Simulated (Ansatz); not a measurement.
Zn:

```xyz
1
Lattice="0.0000 1.9648 1.9648 1.9648 0.0000 1.9648 1.9648 1.9648 0.0000" Properties=species:S:1:pos:R:3 pbc="T T T"
Zn    0.0000    0.0000    0.0000
```

This isn't the form of Zn at room conditions, which is hcp.

| Item | Value |
| --- | --- |
| Program | Ansatz 0.2.0 |
| Task | relaxation of cell and atoms |
| Functional | PBE |
| Dispersion | D3(BJ) |
| Potentials or basis | Ansatz PAW |
| Cutoff | 420 eV (not typed: the program's choice for these potentials) |
| k mesh | 12 × 12 × 12 |
| Occupations | fermi-dirac, width 0.05 eV |
| Spin | no spin polarisation |

At the start: volume 15.17 Å³/atom.

Task: Where does the relaxation end?

Result: It ends after 5 steps and the volume is 14.21 Å³/atom (-6.3 %); space group Fm-3m (No. 225, to 0.05 Å).

Step by step:
```tsv
step	energy change (eV)	largest force (eV/Å)	volume (Å³)
1	0.0000	0.0000	15.17
2	-0.0139	0.0000	14.48
3	-0.0154	0.0000	14.17
4	-0.0154	0.0000	14.21
5	-0.0148	0.0000	14.21
```

Final structure:
```
CELL_PARAMETERS angstrom
0.00000 1.92247 1.92247
1.92247 0.00000 1.92247
1.92247 1.92247 0.00000
ATOMIC_POSITIONS crystal
Zn 0.00000 0.00000 0.00000
```

Caveat: the plane-wave basis is chosen anew once the cell has moved, so the energies of steps on either side of that aren't comparable; pairwise dispersion overbinds metals, which lowers pressure and volume.
